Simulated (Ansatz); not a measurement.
Stackings of close-packed layers of Ge (tetrahedral net, letters for double layers), each relaxed to a stress under 0.05 GPa; h and k mark layers whose two neighbours have the same or different letters; energies count from the stacking AB (P6_3/mmc).

Computed with DFT PBE, scalar-relativistic, plane waves, PAW (Ansatz 0.2.0).

Cutoff 420 eV, Gaussian smearing of 0.10 eV, energies at zero smearing, symmetry of each start kept, no spin polarisation.

| start | atoms | k mesh | excess energy (meV/atom) | excess energy on a denser mesh (meV/atom) | spacing of like layers (Å) | a (Å) | denser mesh |
| --- | --- | --- | --- | --- | --- | --- | --- |
| ABC (kkk) | 6 | 12×12×6 | -17.7 | -18.0 | 3.326 | 4.074 | 21×21×12 |
| ABCB (hkhk) | 8 | 12×12×4 | -9.3 | -9.5 | 3.336 | 4.065 | 21×21×8 |
| ABCACB (hkkhkk) | 12 | 12×12×3 | -12.2 | -12.5 | 3.331 | 4.068 | 21×21×6 |
| ABACB (hhkkk) | 10 | 12×12×4 | -10.8 | - | 3.333 | 4.067 | - |

Zero in every row: gap on the mesh (eV).

Small energy differences in metals hang on the k mesh (about 10 mJ/m² or 1 to 2 meV/atom on the mesh of the relaxation).

The bands overlap by little, and semilocal functionals make gaps too small, so the missing gap can be the functional's error and not a sign of a true metal.